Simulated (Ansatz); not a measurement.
Si built on the diamond prototype, relaxed with r2SCAN in Ansatz. It is cubic, Fd-3m (No. 227); conventional cell a = 5.444 Å, 20.17 Å³ an atom. Around Si lie 4 Si at 2.36 Å.

The axes x, y and z are those of this cell:
```
CELL_PARAMETERS angstrom
0.00000 2.72212 2.72212
2.72212 0.00000 2.72212
2.72212 2.72212 0.00000
ATOMIC_POSITIONS crystal
Si 0.00000 0.00000 0.00000
Si 0.25000 0.25000 0.25000
```

Unstrained: PBE gives an indirect gap of 0.583 eV, from Γ to Γ–X (0.84 of the way from Γ); the least direct gap is 2.557 eV at Γ. With r2SCAN the valence top lies at Γ and the conduction bottom at Γ–X (0.84 of the way from Γ), 0.770 eV higher; the smallest vertical gap, at Γ, is 2.739 eV. With HSE06 the valence top lies at Γ and the conduction bottom at Γ–X (0.84 of the way from Γ), 1.144 eV higher; the smallest vertical gap, at Γ, is 3.312 eV. Meshes: PBE 8×8×8, r2SCAN 8×8×8, HSE06 6×6×6. Strains are changes of length per length. After each strain the atoms were relaxed again with r2SCAN within the symmetry that the strain leaves, so tilts or polar shifts that break it weren't tested; points keep the names that they have in the unstrained zone. No spin polarisation and no zero-point or thermal motion.

Q: Estimate what epitaxial -4.0 % in the plane normal to [111], free normal strain +1.85 % does to the gap.

A: PBE: the gap goes from 0.583 to 0.061 eV (-0.522 eV); the edges go from Γ → Γ–X (0.84) to Γ → X; so small a gap is at the limit of these settings; with r2SCAN the top three valence levels at Γ, degenerate before, become 2+1 from the top over 709 meV. r2SCAN: the gap goes from 0.770 to 0.230 eV (-0.540 eV); the edges go from Γ → Γ–X (0.84) to Γ → X. HSE06: the gap goes from 1.144 to 0.603 eV (-0.541 eV); the edges go from Γ → Γ–X (0.84) to Γ → X. The r2SCAN energy rises by 49.8 meV an atom.

Q: For epitaxial +4.0 % in the plane normal to [111], how far does the free direction move, and what happens to the gap?

A: The normal strain at zero normal stress is -1.48 %, 0.37 of the in-plane strain with the sign turned. PBE: the gap goes from 0.583 to 0.361 eV (-0.222 eV); the edges go from Γ → Γ–X (0.84) to Γ → (-0.005, 0.458, 0.458); with r2SCAN the top three valence levels at Γ, degenerate before, become 1+2 from the top over 365 meV. r2SCAN: the gap goes from 0.770 to 0.524 eV (-0.246 eV); the edges go from Γ → Γ–X (0.84) to Γ → (-0.005, 0.458, 0.458). HSE06: the gap goes from 1.144 to 0.908 eV (-0.236 eV); the edges go from Γ → Γ–X (0.84) to Γ → (-0.005, 0.458, 0.458).

Q: Estimate what epitaxial -2.0 % in the plane normal to [111], free normal strain +0.87 % does to the gap.

A: PBE: the gap goes from 0.583 to 0.391 eV (-0.192 eV); the edges go from Γ → Γ–X (0.84) to Γ → Γ–X (0.87); with r2SCAN the top three valence levels at Γ, degenerate before, become 2+1 from the top over 307 meV. r2SCAN: the gap goes from 0.770 to 0.573 eV (-0.197 eV); the edges go from Γ → Γ–X (0.84) to Γ → Γ–X (0.87). HSE06: the gap goes from 1.144 to 0.947 eV (-0.197 eV); the edges go from Γ → Γ–X (0.84) to Γ → Γ–X (0.87). The r2SCAN energy rises by 12.1 meV an atom.

Q: For epitaxial -3.0 % in the plane normal to [111], how far does the free direction move, and what happens to the gap?

A: The normal strain at zero normal stress is +1.33 %, 0.44 of the in-plane strain with the sign turned. PBE: the gap goes from 0.583 to 0.245 eV (-0.338 eV); the edges go from Γ → Γ–X (0.84) to Γ → Γ–X (0.93); with r2SCAN the top three valence levels at Γ, degenerate before, become 2+1 from the top over 495 meV. r2SCAN: the gap goes from 0.770 to 0.422 eV (-0.348 eV); the edges go from Γ → Γ–X (0.84) to Γ → Γ–X (0.93). HSE06: the gap goes from 1.144 to 0.796 eV (-0.348 eV); the edges go from Γ → Γ–X (0.84) to Γ → Γ–X (0.93).

Q: For epitaxial -1.0 % in the plane normal to [111], how far does the free direction move, and what happens to the gap?

A: The normal strain at zero normal stress is +0.43 %, 0.43 of the in-plane strain with the sign turned. PBE: the gap goes from 0.583 to 0.501 eV (-0.082 eV); the edges go from Γ → Γ–X (0.84) to Γ → Γ–X (0.85); with r2SCAN the top three valence levels at Γ, degenerate before, become 2+1 from the top over 142 meV. r2SCAN: the gap goes from 0.770 to 0.686 eV (-0.084 eV); the edges go from Γ → Γ–X (0.84) to Γ → Γ–X (0.85). HSE06: the gap goes from 1.144 to 1.060 eV (-0.084 eV); the edges go from Γ → Γ–X (0.84) to Γ → Γ–X (0.85).

Q: For epitaxial +3.0 % in the plane normal to [111], how far does the free direction move, and what happens to the gap?

A: The normal strain at zero normal stress is -1.16 %, 0.39 of the in-plane strain with the sign turned. PBE: the gap goes from 0.583 to 0.414 eV (-0.169 eV); the edges go from Γ → Γ–X (0.84) to Γ → Γ–X (0.88); with r2SCAN the top three valence levels at Γ, degenerate before, become 1+2 from the top over 304 meV. r2SCAN: the gap goes from 0.770 to 0.584 eV (-0.186 eV); the edges go from Γ → Γ–X (0.84) to Γ → Γ–X (0.88). HSE06: the gap goes from 1.144 to 0.964 eV (-0.180 eV); the edges go from Γ → Γ–X (0.84) to Γ → Γ–X (0.88).

Q: For epitaxial +1.0 % in the plane normal to [111], how far does the free direction move, and what happens to the gap?

A: The normal strain at zero normal stress is -0.40 %, 0.40 of the in-plane strain with the sign turned. PBE: the gap goes from 0.583 to 0.528 eV (-0.055 eV); with r2SCAN the top three valence levels at Γ, degenerate before, become 1+2 from the top over 121 meV. r2SCAN: the gap goes from 0.770 to 0.709 eV (-0.061 eV). HSE06: the gap goes from 1.144 to 1.085 eV (-0.059 eV).

Q: Estimate what epitaxial +2.0 % in the plane normal to [111], free normal strain -0.79 % does to the gap.

A: PBE: the gap goes from 0.583 to 0.471 eV (-0.112 eV); the edges go from Γ → Γ–X (0.84) to Γ → Γ–X (0.85); with r2SCAN the top three valence levels at Γ, degenerate before, become 1+2 from the top over 221 meV. r2SCAN: the gap goes from 0.770 to 0.647 eV (-0.123 eV); the edges go from Γ → Γ–X (0.84) to Γ → Γ–X (0.85). HSE06: the gap goes from 1.144 to 1.025 eV (-0.119 eV); the edges go from Γ → Γ–X (0.84) to Γ → Γ–X (0.85). The r2SCAN energy rises by 11.2 meV an atom.

Where an edge lies off the special points, it is a point of the mesh or the k point where a search put PBE's edge or least direct gap, reused for the other functionals, whose own edges may lie a little apart.

Coordinates of k points refer to the reciprocal vectors of the primitive cell of the runs.

The meshes of the hybrids are coarse, so their gaps aren't converged to the digits shown.

The splittings at Γ are without spin-orbit coupling, which regroups them where it is of like size or larger.
